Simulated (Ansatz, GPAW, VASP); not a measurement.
PbSe: 3 runs at one level of theory

```
CELL_PARAMETERS angstrom
0.00000 3.06065 3.06065
3.06065 0.00000 3.06065
3.06065 3.06065 0.00000
ATOMIC_POSITIONS crystal
Pb 0.00000 0.00000 0.00000
Se 0.50000 0.50000 0.50000
```

Alike in all runs: task single point; functional PBE; k mesh 8 × 8 × 8; occupations gaussian, width 0.023 eV; no spin polarisation; no spin-orbit coupling. Pressure is positive in compression and, in plane waves, holds the error of the finite cutoff.

```json
{"program and potentials": "Ansatz, all-electron LAPW, scalar-relativistic", "plane-wave cutoff (eV)": "-", "notes": "-", "band gap (eV)": "0.28", "pressure (GPa)": "2.43"}
{"program and potentials": "GPAW, GPAW PAW data sets (gpaw-data 1.2.1)", "plane-wave cutoff (eV)": "600", "notes": "-", "band gap (eV)": "0.24", "pressure (GPa)": "2.22"}
{"program and potentials": "VASP, PBE PAW files Pb_d, Se, 520 eV", "plane-wave cutoff (eV)": "520", "notes": "-", "band gap (eV)": "0.29", "pressure (GPa)": "2.40"}
```

The band gap spans 0.24 (GPAW, GPAW PAW data sets (gpaw-data 1.2.1)) to 0.29 eV (VASP, PBE PAW files Pb_d, Se, 520 eV), with all-electron results at 0.28. The pressure spans 2.22 (GPAW, GPAW PAW data sets (gpaw-data 1.2.1)) to 2.43 GPa (Ansatz, all-electron LAPW, scalar-relativistic), with all-electron results at 2.43. Spin-orbit coupling, left out here, moves the band edges of heavy atoms.

Differences between rows come from potentials, basis sets and numerical settings, since the functional is the same but for its coding. Runs on potential files found faulty are left out.

All three runs give PbSe a narrow gap and place the cell under compression, with VASP closer than GPAW to the all-electron values in both quantities. The positive pressure means that PBE favours a larger cell, in line with its usual underbinding of heavy-element solids.

The small gap, known to lie at L in rocksalt lead chalcogenides, reflects the Pb 6s states. Their antibonding mixing with Se 4p pushes the valence edge up towards a conduction edge of mainly Pb 6p character. Compression strengthens this mixing and narrows the gap, so relaxing the cell within PBE would probably widen it.

Spin-orbit coupling acts in the opposite direction, lowering the Pb 6p conduction edge by an amount comparable to the gap itself. The closeness of these gaps to the room-temperature experimental value is therefore probably a cancellation between this missing shift and the gap underestimation typical of semilocal functionals. Agreement among the codes supports the scalar-relativistic PBE result, but doesn't establish the true order of the band edges at L.
